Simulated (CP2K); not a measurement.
Crystal: La2O3.

```
La O
1.0
     3.93078    0.00000    0.00000
    -1.96539    3.40415    0.00000
     0.00000    0.00000    6.11195
La O
2 3
Direct
  0.33333 0.66667 0.24624
  0.66667 0.33333 0.75376
  0.00000 0.00000 0.00000
  0.33333 0.66667 0.64589
  0.66667 0.33333 0.35411
```

The cell is a database's computed one.

Base run:

```yaml
Program: CP2K 2026.2
Functional: LDA
Potentials_or_basis: GTH_SOC_POTENTIALS La GTH-PBE-q11, O GTH-PBE-q6; DZVP-MOLOPT-SR-GTH basis
Density_cutoff: 8163 eV
k_mesh: 8 × 8 × 5
Occupations: fermi-dirac, width 0.05 eV
Spin: spin-orbit coupling, no magnetisation
```

Its results: pressure -2.9 GPa; largest force 0.036 eV/Å.

Q: The run is repeated on the same cell with these changes: functional from LDA to PBE. What comes out?

A: Pressure 3.6 GPa; largest force 0.050 eV/Å.

PBE binds less tightly than LDA, so the same cell stands under more pressure.

Caveats: the basis of atomic orbitals isn't converged, which shifts pressures, moduli and gaps; the potentials were made for another functional, which shifts forces and pressure (some runs).
